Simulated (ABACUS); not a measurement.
Write the native input for ABACUS 3.10.1 that does the following.

```
Task                                          : single point
Functional                                    : PBE
Potentials or basis                           : PseudoDojo NC FR 0.4 PBE standard
Cutoff                                        : 1361 eV
Density cutoff                                : 5442 eV
Basis                                         : DZP LCAO (the cutoffs set its grid)
k mesh                                        : 5 × 5 × 3
Occupations                                   : fermi-dirac, width 0.05 eV
Spin                                          : spin-orbit coupling, no magnetisation
Orbital files                                 : Zr Zr_confined-atom_8au_3s2p2d1f.orb, Se Se_confined-atom_7au_2s2p2d.orb
Radial cutoff of the potentials (pseudo_rcut) : 10 bohr
SCF threshold on the density                  : 1e-07
Max SCF steps                                 : 100
Eigensolver                                   : genelpa
Mixing                                        : broyden
Mixing share                                  : 0.4
Symmetry key                                  : 0
Bands                                         : 66
```

ZrSe2:

```
Zr Se
1.0
     3.79800    0.00000    0.00000
    -1.89900    3.28916    0.00000
     0.00000    0.00000    6.19200
Zr Se
1 2
Direct
  0.00000 0.00000 0.00000
  0.66667 0.33333 0.75000
  0.33333 0.66667 0.25000
```

These files were run (other wordings do the same):

INPUT

```
INPUT_PARAMETERS
suffix              ZrSe2
calculation         scf
basis_type          lcao
pseudo_dir          ./
orbital_dir         ./
symmetry            0
dft_functional      pbe
ecutwfc             100
pseudo_rcut         10
nspin               4
nbands              66
ks_solver           genelpa
smearing_method     fd
smearing_sigma      0.00367493
scf_thr             1e-07
scf_nmax            100
mixing_type         broyden
mixing_beta         0.4
cal_force           1
cal_stress          1
noncolin            0
lspinorb            1
out_mul             1
out_chg             1
```

STRU

```
ATOMIC_SPECIES
Zr 91.2240 Zr.upf
Se 78.9710 Se.upf

NUMERICAL_ORBITAL
Zr_confined-atom_8au_3s2p2d1f.orb
Se_confined-atom_7au_2s2p2d.orb

LATTICE_CONSTANT
7.1771798213

LATTICE_VECTORS
1.0000000000 0.0000000000 0.0000000000
-0.5000000000 0.8660254038 0.0000000000
0.0000000000 0.0000000000 1.6303317536

ATOMIC_POSITIONS
Cartesian

Zr
0.0
1
0.0000000000 0.0000000000 0.0000000000 1 1 1

Se
0.0
2
0.5000000000 0.2886751346 1.2227488152 1 1 1
0.0000000000 0.5773502692 0.4075829384 1 1 1
```

KPT

```
K_POINTS
0
Gamma
5 5 3 0 0 0
```

Potentials or basis: PseudoDojo NC FR 0.4 PBE standard, DZP LCAO (the cutoffs set its grid).

The run is started by

```sh
$ OMP_NUM_THREADS=1 mpirun -np 4 abacus > log
```

It gave:

* Pressure: 2.7 GPa
* Largest force: 0.395 eV/Å
* Band gap on the k mesh: 0.31 eV, indirect (least direct gap 0.88 eV)
* Mulliken charges: Zr +0.59; Se -0.29 e

Caveat: the atomic orbitals were generated for these runs and aren't a published set; Mulliken charges move with the basis; an odd mesh through Γ misses points on the zone boundary, where band edges often lie; this functional lacks dispersion, which binds the layers, so the pressure and a relaxed spacing across them are unreliable; the basis of atomic orbitals isn't converged, which shifts pressures, moduli and gaps.

Run time: 18 s on 4 MPI ranks on Intel(R) Xeon(R) 6975P-C (Granite Rapids) (shared host), peak memory 0.84 GiB a rank.
